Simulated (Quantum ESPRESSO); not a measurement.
Crystal: BAs.

```
As B
1.0
     0.00000    2.38850    2.38850
     2.38850    0.00000    2.38850
     2.38850    2.38850    0.00000
As B
1 1
Direct
  0.75000 0.75000 0.75000
  0.00000 0.00000 0.00000
```

Base run:

```yaml
Program: Quantum ESPRESSO 7.5
Functional: LDA
Potentials_or_basis: GBRV 1.5 LDA
Cutoff: 612 eV
Density_cutoff: 4898 eV
k_mesh: 8 × 8 × 8, shifted
Occupations: fermi-dirac, width 0.05 eV
Spin: no spin polarisation
```

Its results: pressure -2.6 GPa; electronic dielectric tensor (diagonal) 9.74.

**Question.** The run is repeated on the same cell with these changes: functional from LDA to PBEsol; potentials or basis from GBRV 1.5 LDA to GBRV 1.5 PBEsol. What comes out?

**Answer.** Pressure 0.3 GPa; electronic dielectric tensor (diagonal) 9.86.
